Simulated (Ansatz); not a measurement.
**Ag: equation of state with LDA**

The system is Ag.

```
Ag
1.0
     2.93000    0.00000    0.00000
    -1.46500    2.53745    0.00000
     0.00000    0.00000    4.79000
Ag
2
Cartesian
  1.4650 0.8458 3.5925
  0.0000 1.6916 1.1975
```

This isn't the form of Ag at room conditions, which is fcc.

```
Program             : Ansatz 0.2.0
Task                : equation of state
Functional          : LDA
Potentials or basis : all-electron LAPW, scalar-relativistic
Basis error allowed : 0.001 eV/atom
k mesh              : 10 × 10 × 6
Occupations         : fermi-dirac, width 0.05 eV
Spin                : no spin polarisation
```

```
Equilibrium volume                        : 16.08 Å³/atom (rough: see the caveat)
Bulk modulus at fixed shape and positions : 137 GPa (rough)
```

Energy against volume, from the lowest point:
```
volume (Å³/atom)  energy (meV/atom)
          16.738               0.00
          17.094              13.35
          17.450              31.12
          17.806              52.70
          18.162              77.54
          18.518             105.16
          18.875             135.15
```

All runs of the series together: 92 s on 1 thread of Intel(R) Xeon(R) Processor @ 2.70GHz, on a shared host.

Caveat: the minimum lies outside the volumes run; the cell was scaled at fixed shape and fractional positions, which overstates the stiffness of a crystal with free parameters, most of all of layers and chains.
